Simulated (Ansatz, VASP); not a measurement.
**Two plane-wave programs on Te**

```
CELL_PARAMETERS angstrom
-1.93180 1.93180 1.93180
1.93180 -1.93180 1.93180
1.93180 1.93180 -1.93180
ATOMIC_POSITIONS crystal
Te 0.00000 0.00000 0.00000
```

The cell was built by a generator and needn't be a form met in nature.

Alike in both runs: task relaxation of cell and atoms; functional BLYP; k mesh 11 × 11 × 11; occupations fermi-dirac, width 0.1 eV; no spin polarisation.

|  | VASP | Ansatz |
| --- | --- | --- |
| version | VASP 6.6.1 | Ansatz 0.2.0 |
| potentials or method | VASP PAW PBE potentials, release 64 (Te) | plane waves (420 eV) with PAW, scalar-relativistic |
| plane-wave cutoff (eV) | 600 | 420 |
| valence electrons in the cell | 6 | 16 |

Ansatz gave:

| Property | Result |
| --- | --- |
| relaxed volume (Å³/atom) | 32.07 |
| relaxed cell length with the largest relative difference (Å) | 3.467 |
| energy change over the relaxation (meV/atom) | -47 |

What did VASP give for the same quantities?

Relaxed volume (Å³/atom): 32.13; relaxed cell length with the largest relative difference (Å): 3.469; energy change over the relaxation (meV/atom): -49.

The two sets of potentials don't hold the same shells in valence.

Caveats: the PAW data sets were made with another functional, which shifts forces and pressure a little (VASP). The runs have no spin-orbit coupling, so splittings on Te are missing.
